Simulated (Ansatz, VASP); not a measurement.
Cr: VASP beside Ansatz

```xyz
1
Lattice="-1.4699 1.4699 1.4699 1.4699 -1.4699 1.4699 1.4699 1.4699 -1.4699" Properties=species:S:1:pos:R:3 pbc="T T T"
Cr    0.0000    0.0000    0.0000
```

Alike in both runs: task single point; functional PBE; k mesh 20 × 20 × 20; occupations gaussian, width 0.1 eV; no spin polarisation.

|  | VASP | Ansatz |
| --- | --- | --- |
| version | VASP 6.6.1 | Ansatz 0.2.0 |
| potentials or method | VASP PAW PBE potentials, release 64 (Cr_pv) | scalar-relativistic, plane waves, PAW |
| plane-wave cutoff (eV) | 520 | 420 |
| valence electrons in the cell | 12 | 14 |

```tsv
	VASP	Ansatz	Ansatz less VASP
gap on the k mesh at the Fermi level (eV)	none	none	-
pressure (GPa)	-20.4	-20.1	+0.33
```

A gap of «none» marks a metal or a gap that the smearing closes. The two sets of potentials don't hold the same shells in valence.

Caveats: so large a pressure means that the cell lies far from this level's equilibrium, or that cutoff or potentials fall short (VASP); the run has no spin polarisation, though such a crystal can be magnetic. Spin polarisation is off, so any magnetic state and its effect on volume and gap are missing.
